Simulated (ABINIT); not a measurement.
Crystal: P.

```xyz
4
Lattice="1.6477 -5.4650 0.0000 1.6477 5.4650 0.0000 0.0000 0.0000 4.5436" Properties=species:S:1:pos:R:3 pbc="T T T"
P     1.6477   -4.4173    2.6754
P     1.6477    4.4173    1.8683
P     1.6477   -1.0477    0.4035
P     1.6477    1.0477    4.1401
```

Base run:

```yaml
Program: ABINIT 10.8.3 (patched build)
Functional: LDA
Potentials_or_basis: PseudoDojo NC SR LDA v0.4.1 standard
Cutoff: 490 eV
k_mesh: 6 × 6 × 4
Occupations: fermi-dirac, width 0.05 eV
Spin: no spin polarisation
```

Its results: band gap on the k mesh none (metal or under the smearing width); pressure -2.3 GPa; largest force 0.186 eV/Å.

The run is repeated on the same cell with these changes: functional from LDA to PBE; potentials or basis from PseudoDojo NC SR LDA v0.4.1 standard to PseudoDojo NC SR PBE v0.4.1 standard; cutoff from 490 eV to 435 eV. What comes out?

Band gap on the k mesh 0.09 eV, direct; pressure 2.0 GPa; largest force 0.362 eV/Å.

A k mesh can miss the band edges.
